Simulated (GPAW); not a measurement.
Wanted: an ASE script for a GPAW 26.7.0 run.

| Quantity | Value |
| --- | --- |
| Task | dielectric tensor |
| Functional | PBE |
| Potentials or basis | GPAW PAW data sets (gpaw-data 1.2.1) |
| Cutoff | 650 eV |
| Basis | pw |
| k mesh | 10 × 10 × 4 |
| Occupations | fermi-dirac, width 0.001 eV |
| Spin | no spin polarisation |
| Response ecut | 80 eV |
| Maxiter | 150 |
| Response k mesh | 19 × 19 × 7 |
| Response bands | 48 |
| Kernels | ["RPA"] |
| Coarser k mesh | 19 × 19 × 7 |

The structure of BN lies in POSCAR:

```
BN
1.0
    2.5472375375      0.0000000000      0.0000000000
   -1.2736187687      2.2059724170      0.0000000000
    0.0000000000      0.0000000000      6.7658448057
N B
2 2
Direct
    0.6666666667      0.3333333333      0.2500000000
    0.3333333333      0.6666666667      0.7500000000
    0.6666666667      0.3333333333      0.7500000000
    0.3333333333      0.6666666667      0.2500000000
```

These files were run (other wordings do the same):

run.py

```python
import numpy as np
from ase.dft.bandgap import bandgap
from ase.io import read, write
from gpaw import GPAW, PW
from gpaw.response.df import DielectricFunction

atoms = read('POSCAR')

calc = GPAW(mode=PW(650),
            xc='PBE',
            kpts={'size': (10, 10, 4), 'gamma': True},
            occupations={'name': 'fermi-dirac', 'width': 0.001},
            nbands=18,
            convergence={'density': 1e-06},
            maxiter=150,
            txt='gpaw.txt')
atoms.calc = calc
energy = atoms.get_potential_energy()
calc.write('gs.gpw')
write('result.traj', atoms)
print(f'Energy: {energy:.6f} eV')
print('Fermi level:', round(calc.get_fermi_level(), 4), 'eV')
print(f'Gap: {bandgap(calc)[0]:.4f} eV, direct: {bandgap(calc, direct=True)[0]:.4f} eV')

for size in [(19, 19, 7)]:
    name = 'x'.join(str(n) for n in size)
    dense = calc.fixed_density(kpts={'size': size, 'gamma': True},
                               nbands=54, convergence={'bands': 48, 'eigenstates': 1e-7},
                               update_fermi_level=True, txt=f'dense-{name}.txt')
    dense.write(f'{name}.gpw', mode='all')
    df = DielectricFunction(f'{name}.gpw', frequencies=np.array([0.0]), hilbert=False, eta=0.001,
                            ecut=80, nbands=48, intraband=False, txt=f'df-{name}.txt')
    for xc in ['RPA']:
        for direction in ['x', 'y', 'z', [0, 1, 1], [1, 0, 1], [1, 1, 0]]:
            e0, e = df.get_macroscopic_dielectric_constant(xc=xc, direction=direction)
            print(f'{name} {xc} {direction}: {e0:.4f} without, {e:.4f} with local fields')
```

Potentials or basis: GPAW PAW data sets (gpaw-data 1.2.1), pw.

Run with:

```console
$ OMP_NUM_THREADS=1 python run.py
```

It gave:

The band gap on the k mesh is 4.18 eV, indirect (least direct gap 4.56 eV) and the electronic dielectric tensor (diagonal) is 4.61, 4.61, 2.48.

Caveat: the long-wavelength limit can be off by a per cent or two; an odd mesh through Γ misses points on the zone boundary, where band edges often lie.

It took 3.9 min on 1 thread of INTEL(R) XEON(R) PLATINUM 8581C CPU @ 2.30GHz (Emerald Rapids), with other jobs on the host, peak memory 0.7 GiB.
